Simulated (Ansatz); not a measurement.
## Phonon dispersion of P

All numbers below come from DFT PBE, scalar-relativistic, plane waves, PAW (Ansatz 0.2.0). Cutoff 420 eV, 14×14×10 k-points (Γ-centred), Fermi-Dirac smearing of 0.15 eV. No spin polarisation. Phonons by linear response, acoustic sum rule imposed.

The cell, relaxed at this level:
```xyz
4
Lattice="2.4694 -2.4694 0.0000 2.4694 2.4694 0.0000 0.0000 0.0000 4.9597" Properties=species:S:1:pos:R:3 pbc="T T T"
P     2.4694   -1.2347    0.1023
P     2.4694   -1.2347    2.3776
P     2.4694    1.2347    4.8574
P     2.4694    1.2347    2.5821
```

The structure comes from a generated guess, relaxed at this level; another structure or a mixture of phases may lie lower. In a metal, frequencies and elastic constants depend on the k mesh and the smearing, soft modes and shear constants most. The q mesh is coarse, so values between its points are rough. This form isn't the element's ground state: it lies 78 meV/atom above the standard structure at this level.

Force constants from linear response on a 2×2×2 q mesh.

Path: Γ–X–P–N–Γ–M–S | S0–Γ | X–R | G–M. Only the points of the 2×2×2 mesh were computed; the rest is interpolation, which is rough on so few points. At q = (0.000, 0.000, 0.000) a computed mode is imaginary, 205i cm⁻¹, so the cell is unstable at this level. Distance along the path (Å⁻¹), then the branches (cm⁻¹, negative for imaginary):
```
0.000  -205 -205 0 0 0 155 155 160 160 259 304 326
0.318  -114 -110 78 104 121 179 185 212 214 252 307 326
0.636  140 154 187 190 193 194 214 231 262 267 312 324
0.954  136 151 180 192 199 205 224 234 246 254 313 316
1.272  104 104 178 178 193 193 218 218 229 229 312 312
1.431  106 106 174 174 191 191 219 219 229 229 326 326
1.589  113 113 164 164 191 191 221 221 228 228 354 354
1.747  123 123 151 151 195 195 224 224 227 227 377 377
1.906  136 136 136 136 198 198 226 226 226 226 386 386
2.131  154 154 159 159 206 206 234 234 239 239 387 387
2.355  188 188 189 189 233 233 256 256 266 266 391 391
2.580  202 202 218 218 257 257 285 285 288 288 397 397
2.805  206 206 229 229 265 265 295 295 298 298 400 400
3.080  190 204 209 213 243 263 270 273 274 294 385 392
3.355  128 142 169 178 178 206 208 236 243 264 350 369
3.630  -151 -140 79 84 112 149 162 201 209 247 317 341
3.905  -205 -205 0 0 0 155 155 160 160 259 304 326
4.222  -153 -153 84 84 95 95 129 199 199 236 344 369
4.539  -37 -37 -37 -37 173 173 173 173 207 207 389 389
4.856  -153 -153 84 84 95 95 129 199 199 236 344 369
5.172  -205 -205 0 0 0 155 155 160 160 259 304 326
5.286  -196 -193 29 37 50 158 161 168 170 258 304 326
5.399  -165 -155 57 73 97 166 177 188 196 255 305 326
5.513  -102 -60 84 106 141 176 199 214 229 250 308 326
5.626  98 109 136 145 179 188 220 239 243 262 311 326
5.794  145 172 201 202 222 229 241 245 268 299 317 328
6.130  185 200 203 206 251 256 264 277 303 314 326 328
6.467  121 139 148 180 193 194 229 239 250 275 313 327
6.803  -184 -178 42 55 73 161 168 176 182 257 305 326
6.971  104 104 178 178 193 193 218 218 229 229 312 312
7.129  115 119 183 184 190 196 221 226 231 237 312 313
7.287  136 151 180 192 198 205 224 234 245 254 313 316
7.445  152 164 178 198 211 217 218 226 261 267 313 320
7.602  141 154 188 190 194 195 214 230 263 267 312 324
7.682  127 149 160 166 180 195 211 236 256 260 311 324
7.843  25 41 96 124 146 187 196 230 233 247 308 325
8.003  -156 -155 60 82 95 171 174 194 195 255 306 326
8.164  -200 -200 20 29 33 157 157 165 165 258 304 326
```
